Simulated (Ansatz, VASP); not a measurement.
# HfH6 in VASP and in Ansatz

```xyz
7
Lattice="-2.9025 2.9025 1.8129 2.9025 -2.9025 1.8129 2.9025 2.9025 -1.8129" Properties=species:S:1:pos:R:3 pbc="T T T"
Hf    0.0000    0.0000    0.0000
H     1.9538    0.0000    0.0000
H     3.8513    0.0000    0.0000
H     0.0000    1.9538    0.0000
H     0.0000    3.8513    0.0000
H     0.0000    2.9025    0.0000
H     2.9025    0.0000    0.0000
```

Alike in both runs: functional PBE; k mesh 12 × 12 × 12; occupations gaussian, width 0.1 eV; no spin polarisation.

Ansatz relaxed the structure, and its values are those at the end. VASP's run is a single point on that final structure, the one shown.

|  | VASP | Ansatz |
| --- | --- | --- |
| version | VASP 6.6.1 | Ansatz 0.2.0 |
| potentials or method | VASP PAW PBE potentials, release 64 (Hf_pv, H) | scalar-relativistic, plane waves, PAW |
| plane-wave cutoff (eV) | 520 | 420 |
| valence electrons in the cell | 16 | 32 |

VASP gave:

```
gap on the k mesh at the Fermi level (eV) : none
pressure (GPa)                            : -0.4
rms of the force components (eV/Å)        : 0.003
```

Problem. What did Ansatz give for the same quantities?

Solution. gap on the k mesh at the Fermi level (eV): none; pressure (GPa): 0.0; rms of the force components (eV/Å): 0.002.

A gap of «none» marks a metal or a gap that the smearing closes. The two sets of potentials don't hold the same shells in valence.

The runs have no spin-orbit coupling, so splittings on Hf are missing.
